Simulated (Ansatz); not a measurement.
input.yaml (Ansatz)

```yaml
crystal:
  lattice:
    - [0.0, 2.1397919757, 2.1397919757]
    - [2.1397919757, 0.0, 2.1397919757]
    - [2.1397919757, 2.1397919757, 0.0]
  atoms:
    - { symbol: Ga, position: [0.0, 0.0, 0.0] }
hamiltonian:
  xc: r2scan
  pseudopotentials:
    kind: paw
    azcp:
      Ga: "pseudopotentials/Ga.paw.azcp"
basis:
  ecutwfc: 500
  fft_grid_basis: typed
kpoints:
  mp_grid: { grid: [13, 13, 13], shift: [0, 0, 0] }
magnetization:
  spin_polarized: false
scf:
  occupations: { method: fermi_dirac, width: 0.1 }
relax:
  max_steps: 60
  f_tol: 0.01
  cell: {}
```

and its output:

```
Engine: ansatz 0.2.0, x86_64-unknown-linux-gnu
Pseudopotentials: kind: paw
Pseudopotential: Ga, paw, valence charge 13, recommended cutoff 500 eV (meta_gga) 
Functional definition: r2SCAN
  parameter k0 = 0.174
  parameter k1 = 0.065
  parameter a1 = 4.9479
  exchange = r2scan_x(k0 = k0, k1 = k1, a1 = a1)
  correlation = r2scan_c
Crystal: 1 atoms, lattice volume = 19.595 Å³
Basis set: ecut = 500 eV, 531 PW (Γ), exchange–correlation on 96×96×96 points (64 copies of the dense FFT grid, shifted against one another)
Bands: 11, of which v1, the nominal top of the filled ones, is band 7 counted from 1 (6 counted from 0)
Symmetry: 48 space group operations
Space group: Fm-3m (ITA 225), of the structure as read, at distance tolerance 2.7e-5 Å
k-points: 84 of 2197
Non-local potential: Ga, projectors of the file, l = 0: 2, l = 1: 2, l = 2: 3, l = 3: 1
PAW form: soft (Blöchl's): semilocal exchange-correlation on the pseudo side does not see the compensation charge
PAW frozen core: Ga, regenerated for the run's functional (the file was generated under x = pbe(κ = 0.804, μ = 0.2195149727645171), c = pbe(β = 0.06672455060314922))
PAW one-centre angular grid: Ga, 590 points (default); XC on 160 Gauss nodes
Initial density: superposition of atomic densities (neutral atoms: chi_scale 0, normalization atom), corrected by the library's trained network
Initial wavefunctions: pseudopotential atomic-orbital guess
Functional: x = r2scan, c = r2scan; τ floored in thin density (d = 2e-4 eV/Å³)
SCF iter   1: F=—  HF=-3790.104333 eV  |F-HF|=—  |Δ(HF+E_count)|=         —  Δρ=1.09e-2  dr2=7.99e-3  dr2_τ=2.51e-4  ethr=1.77e-3  ⟨swp⟩=5.1  Hψ=5425  notcnv=0
SCF iter   2: F=—  HF=-3790.106734 eV  |F-HF|=—  |Δ(HF+E_count)|=   2.40e-3  Δρ=3.68e-3  dr2=8.30e-4  dr2_τ=2.11e-5  ethr=6.15e-5  ⟨swp⟩=2.0  Hψ=2504  notcnv=0  defer=25
SCF iter   3: F=—  HF=-3790.106936 eV  |F-HF|=—  |Δ(HF+E_count)|=   2.02e-4  Δρ=2.03e-3  dr2=2.63e-4  dr2_τ=1.92e-6  ethr=6.38e-6  ⟨swp⟩=2.3  Hψ=1308  notcnv=0  defer=25
SCF iter   4: F=—  HF=-3790.107041 eV  |F-HF|=—  |Δ(HF+E_count)|=   1.05e-4  Δρ=7.16e-5  dr2=8.70e-7  dr2_τ=5.62e-9  ethr=2.02e-6  ⟨swp⟩=2.0  Hψ=1024  notcnv=0  defer=25
SCF iter   5: F=—  HF=-3790.107044 eV  |F-HF|=—  |Δ(HF+E_count)|=   3.64e-6  Δρ=2.55e-5  dr2=7.69e-8  dr2_τ=2.84e-10  ethr=6.70e-9  ⟨swp⟩=2.0  Hψ=1085  notcnv=0  defer=25
SCF iter   6: F=-3790.107044 eV  HF=-3790.107044 eV  |F-HF|=1.00e-9  |Δ(HF+E_count)|=   1.55e-7  Δρ=3.19e-6  dr2=1.42e-9  dr2_τ=1.03e-11  ethr=5.92e-10  ⟨swp⟩=2.6  Hψ=3281  notcnv=0
SCF 1 converged in 6 iterations: F = -3790.107044 eV  dr2 = 1.42e-9
...
Initial wavefunctions: pseudopotential atomic-orbital guess (no wavefunctions were taken with the density)
iter 1 solved again at ethr=1.25e-8 eV; its pass at ethr=3.10e-3 eV (dr2=1.63e-6 eV) is discarded
SCF iter   1: F=—  HF=-3790.131001 eV  |F-HF|=—  |Δ(HF+E_count)|=         —  Δρ=1.25e-4  dr2=1.08e-6  dr2_τ=6.01e-7  ethr=1.25e-8  ⟨swp⟩=3.3  Hψ=7846  notcnv=0
SCF iter   2: F=—  HF=-3790.131002 eV  |F-HF|=—  |Δ(HF+E_count)|=   1.46e-6  Δρ=7.59e-5  dr2=4.55e-7  dr2_τ=2.23e-8  ethr=8.29e-9  ⟨swp⟩=2.0  Hψ=1468  notcnv=0
SCF iter   3: F=—  HF=-3790.131003 eV  |F-HF|=—  |Δ(HF+E_count)|=   2.53e-7  Δρ=1.19e-5  dr2=1.89e-8  dr2_τ=1.25e-9  ethr=3.50e-9  ⟨swp⟩=2.2  Hψ=1345  notcnv=0
SCF iter   4: F=—  HF=-3790.131003 eV  |F-HF|=—  |Δ(HF+E_count)|=   2.85e-8  Δρ=5.36e-6  dr2=1.87e-9  dr2_τ=9.21e-11  ethr=1.45e-10  ⟨swp⟩=2.0  Hψ=1469  notcnv=0
SCF iter   5: F=—  HF=-3790.131003 eV  |F-HF|=—  |Δ(HF+E_count)|=   3.71e-9  Δρ=1.43e-6  dr2=1.14e-10  dr2_τ=1.30e-12  ethr=1.44e-11  ⟨swp⟩=3.0  Hψ=1491  notcnv=0
SCF iter   6: F=—  HF=-3790.131003 eV  |F-HF|=—  |Δ(HF+E_count)|=  1.18e-10  Δρ=5.27e-7  dr2=1.62e-11  dr2_τ=1.86e-13  ethr=1.00e-12  ⟨swp⟩=2.0  Hψ=1048  notcnv=0
SCF iter   7: F=-3790.131003 eV  HF=-3790.131003 eV  |F-HF|=0.00e0  |Δ(HF+E_count)|=  1.50e-11  Δρ=8.29e-9  dr2=1.08e-14  dr2_τ=1.50e-15  ethr=1.00e-12  ⟨swp⟩=4.9  Hψ=3086  notcnv=0
SCF 4 converged in 7 iterations: F = -3790.131003 eV  dr2 = 1.08e-14
relax step   4: F+E_penalty+E_count = -3790.13100268 eV  Δ(F+E_penalty+E_count) = +4.921e-4 eV  max|allowed force component| = 0.000e0 eV/Å  Δτ_max = 0.0000 Å  P = +0.005 GPa  Ω = 17.922 Å³  stress off target by 4.74e-3 GPa  SCF on the basis re-selected at this cell (its energy is not comparable with the rows above)  (7 SCF iters)
basis re-selected at this cell: Δ(F+E_penalty+E_count) = +4.921e-4 eV, ΔP = -0.036 GPa vs the last step (what re-selecting the basis moved, of the pressure what is left beyond the Pulay correction that the steps carried, after the strain that the cell walked since its last selection, with what the two solves' SCF thresholds leave and, on support functions, any second-order correction that the steps lacked; it is no measure of the basis error at this ecutwfc). This SCF's stress stands 4.74e-3 GPa from its target on what of the cell is left free (relax.cell.stress_tol is 5.00e-2 GPa) and its largest allowed force component is 0.00e0 eV/Å (relax.f_tol is 1.00e-2 eV/Å): within both
SCF converged after 7 iterations
Free energy (F): -3790.131003 eV
Harris-Foulkes:  -3790.131003 eV  (|F-HF|=0.00e0)
Internal energy: -3790.117797 eV  (E = F + TS)
E sigma→0 (E₀):  -3790.124400 eV
Entropy (-TS):   -0.013206 eV (-13.206 meV/atom)
Fermi energy:    10.388719 eV
--- Per-component energies (eV) ---
  E_band       = -34.098684
  E_kinetic    = 114.446655
  E_local      = -1747.393141  (includes V_loc(G=0)·N_el)
  E_nonlocal   = 424.347772
  E_hartree    = 825.132770
  E_xc         = -62.585851
  E_vxc        = -60.093783  (∫ρ·V_xc dr)
  E_paw        = -2000.482498  (= ΣΔE_a)
  E_vpaw       = -419.060525  (= ΣTr[D̂ρ^β])
  E_aug_tail   = -0.000030  (compensation charges beyond the density's cutoff)
  E_vtau       = 3.388830  (kinetic-family band-sum trace: ∫τ·v_τ [+ j·A + Jᵃ·Aᵃ] dr)
  E_ewald      = -1342.930404
  E_core_change = -0.653070  (= ΣΔE_core)
  E_smearing   = -0.013206  (= −TS)
  E_closure    = 0.000000  (closes the sum)
  Σ components = -3790.131003   (vs F -3790.131003, Δ=0.00e0)
--- Forces (eV/Å), atoms counted from 1 ---
  atom   1  Ga    -0.00000000    -0.00000000     0.00000000
  max |Σ_I F_I| component: 6.16e-32 eV/Å
--- Stress (GPa, compression-positive) ---
        0.004739      -0.000000       0.000000
       -0.000000       0.004739       0.000000
        0.000000       0.000000       0.004739
  P = ⅓ Tr σ = 0.0047 GPa (0.047 kbar)
--- Relaxed structure (3 steps of the walk, 3 accepted, 1 SCFs on fresh bases) ---
  F+E_penalty+E_count = -3790.13100268 eV   max|allowed force component| = 0.000e0 eV/Å   (the final SCF, on the basis selected at the relaxed cell)
  cell:  # Å, volume = 17.9219 Å³
    - [-1.216520072853822e-33, 2.0770707132437694, 2.0770707132437694]
    - [2.077070713243769, 2.8597775534626495e-33, 2.0770707132437694]
    - [2.077070713243769, 2.0770707132437694, -2.0381488131582336e-34]
  atoms:
    - { symbol: Ga, position: [0.0, 0.0, 0.0] }
```

Launched by

```sh
ansatz run input.yaml --threads 1 --pin off --max-ram 3584MiB --backend cpu --events-out ev --progress --plain --runs-dir out
```

On 1 thread of Intel(R) Xeon(R) Platinum 8259CL CPU @ 2.50GHz (Skylake/Cascade Lake) (shared host) this took about 15 s of wall time and 14 s of CPU time.
